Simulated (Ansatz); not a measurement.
# GaSb under changes of volume

One of the cells (28.625 Å³/atom); the others are scaled copies at fixed shape and fractional positions:

```xyz
2
Lattice="0.0000 3.0590 3.0590 3.0590 0.0000 3.0590 3.0590 3.0590 0.0000" Properties=species:S:1:pos:R:3 pbc="T T T"
Sb    4.5885    4.5885    4.5885
Ga    0.0000    0.0000    0.0000
```

| Quantity | Value |
| --- | --- |
| Program | Ansatz 0.2.0 |
| Functional | BHLYP |
| Potentials or basis | Ansatz PAW |
| Cutoff | 420 eV (not typed: the program's choice for these potentials) |
| k mesh | 4 × 4 × 4 |
| Occupations | fermi-dirac, width 0.05 eV |
| Spin | no spin polarisation |

```tsv
volume (Å³/atom)	energy over the lowest point (meV/atom)	pressure (GPa)	gap on the mesh (eV)
26.907	?	?	?
27.480	24.45	4.4	3.24
28.052	11.49	2.9	3.14
28.625	3.48	1.6	2.95
29.197	0.00	0.4	2.76
29.770	0.49	-0.7	2.57
30.342	4.80	-1.6	2.39
```

Problem. What does the run at 26.907 Å³/atom give?

Solution. Energy over the lowest point 43.14 meV/atom; pressure 6.1 GPa; gap on the mesh 3.31 eV.

Worked out: A Birch-Murnaghan fit of order 3 (a polynomial in V^(-2/3)) to the other rows has its minimum at 29.40 Å³/atom with B0 = V·E''(V) = 57 GPa and B' = 3.9. It gives 42.86 meV/atom at 26.907 Å³/atom, against the run's 43.14, and -dE/dV = 6.0 GPa, against 6.1. A parabola through the other rows of the gap, of slope -5.61 eV per unit of ln V there, extrapolates to 3.38 eV, against the run's 3.31.

Energies are extrapolated to zero smearing.

Caveats: all runs use coarse meshes; spin-orbit coupling is left out, which moves the levels of the heavy elements; the PAW data sets come from PBE, with cores solved anew for the run's functional, which leaves a small shift of forces and pressure; the thresholds are loose for stress.

A mesh can miss the band edges.
